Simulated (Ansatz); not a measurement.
**From the elastic tensor of Pt at 8 GPa (stress–strain coefficients) to moduli and sound speeds**

Computed with Ansatz, DFT PBEsol, scalar-relativistic, plane waves, PAW. Cutoff 420 eV, 20×20×20 k-points (Γ-centred), Fermi-Dirac smearing of 0.15 eV. No spin polarisation.

The structure is cubic, space group Fm-3m (No. 225). The conventional cell has a = 3.887 Å, b = 3.887 Å, c = 3.887 Å, α = 90.00°, β = 90.00°, γ = 90.00°. Pt (site symmetry m-3m) is surrounded by 12 Pt at 2.75 Å.

In a metal, frequencies and elastic constants depend on the k mesh and the smearing, soft modes and shear constants most. Spin–orbit coupling is left out, which can shift energies with elements as heavy as these.

Relaxed-ion constants (GPa, on the Cartesian axes of the calculation):
```
406.0 285.7 285.7   0.0   0.0   0.0
285.7 406.0 285.7   0.0   0.0   0.0
285.7 285.7 406.0   0.0   0.0   0.0
  0.0   0.0   0.0 107.7   0.0   0.0
  0.0   0.0   0.0   0.0 107.7   0.0
  0.0   0.0   0.0   0.0   0.0 107.7
```

Density 22.056 g/cm³; 1 atom in 14.69 Å³.

The values that follow are for a polycrystal of randomly turned grains, by Hill's mean where one number stands.

With S = C⁻¹: B_V = (C11+C22+C33+2(C12+C13+C23))/9, G_V = (C11+C22+C33−C12−C13−C23+3(C44+C55+C66))/15, 1/B_R = S11+S22+S33+2(S12+S13+S23), 15/G_R = 4(S11+S22+S33−S12−S13−S23)+3(S44+S55+S66); Hill is their mean. Then v_l = √((B+4G/3)/ρ), v_t = √(G/ρ), v_m = [(2/v_t³+1/v_l³)/3]^(−1/3) and Θ = (ħ/k_B)·v_m·(6π²n/V)^(1/3) for n atoms in the volume V; E = 9BG/(3B+G), ν = (3B−2G)/(2(3B+G)) and A^U = 5G_V/G_R + B_V/B_R − 6.

```json
{
 "Bulk modulus, Voigt / Reuss / Hill": "325.8 / 325.8 / 325.8 GPa",
 "Shear modulus, Voigt / Reuss / Hill": "88.7 / 81.8 / 85.3 GPa",
 "Young's modulus": "235 GPa",
 "Poisson ratio": "0.380",
 "Pugh ratio B/G": "3.82",
 "Universal anisotropy index": "0.42",
 "Longitudinal and transverse sound speeds": "4464 and 1966 m/s",
 "Debye temperature from the mean sound speed": "270 K"
}
```

Cost: 1 run of about 0.86 core-minutes, on Intel Xeon Platinum 8488C (Sapphire Rapids) (shared hosts).

Compressed platinum strongly resists a change of volume but yields far more easily to shear, as the bulk modulus of 325.8 GPa against a Hill shear modulus of 85.3 GPa shows. Squeezing the lattice raises the kinetic energy of the sp electrons and the overlap repulsion of the nearly filled 5d shells, whereas shear at constant volume largely preserves the electron density. C12 exceeds C44 by much more than the applied pressure alone would produce in a crystal of central pair forces, a sign of many-body metallic cohesion. The cubic shear anisotropy makes ⟨111⟩ the stiffest and ⟨100⟩ the most compliant direction under uniaxial load. The modest Debye temperature follows from the heavy atoms and the slow transverse waves, which dominate the mean sound speed. The tensor satisfies the elastic stability conditions at this pressure, but that doesn't exclude phonon instabilities at finite wavevector. The high Pugh ratio is consistent with platinum's known ductility, though dislocation motion and fracture lie outside linear elasticity.
